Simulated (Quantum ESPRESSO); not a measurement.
The system is InSe.

```
CELL_PARAMETERS angstrom
3.37169 0.00000 0.00000
0.00000 3.37169 0.00000
0.00000 0.00000 3.37169
ATOMIC_POSITIONS crystal
In 0.50000 0.50000 0.50000
Se 0.00000 0.00000 0.00000
```

The cell was built by a generator and needn't be a form met in nature.

The cell isn't the ideal one: volume scaled by 0.8.

* Program: Quantum ESPRESSO 7.5
* Task: phonons
* Functional: revPBE
* Dispersion: D3(BJ)
* Potentials or basis: SSSP 1.3 efficiency PBE
* Cutoff: 748 eV
* Density cutoff: 5987 eV
* k mesh: 6 × 6 × 6, shifted
* Occupations: fermi-dirac, width 0.05 eV
* Spin: no spin polarisation
* Mixing beta: 0.5
* Most SCF iterations: 120
* SCF threshold: 4e-10 Ry

At Γ the optical frequencies are 112 112 112 cm⁻¹, at a pressure of 14.0 GPa.

Q: How do the modes respond when the cell is scaled evenly, at fixed shape?

A: The highest mode has a Grüneisen parameter of 3.60 and moves by +3.4 cm⁻¹ per GPa. None of the listed modes softens on compression. The pressures give a bulk modulus of about 117 GPa.

Frequencies at 99 % and 101 % of the volume (pressures 15.2 and 12.8 GPa), ions relaxed:
| mode | 99 % (cm⁻¹) | 101 % (cm⁻¹) | Grüneisen parameter |
| --- | --- | --- | --- |
| 4 | 115.7 | 107.6 | 3.60 |
| 5 | 115.7 | 107.6 | 3.60 |
| 6 | 115.7 | 107.6 | 3.60 |

Modes are matched by their order; those that don't vary smoothly over the three volumes are left out.

Caveat: the mesh is thin for the phonons of a metal; the potentials were made for another functional, which shifts forces and pressure; the cell is more than 3 GPa from zero pressure, which shifts response properties; pairwise dispersion overbinds metals, which lowers pressure and volume.
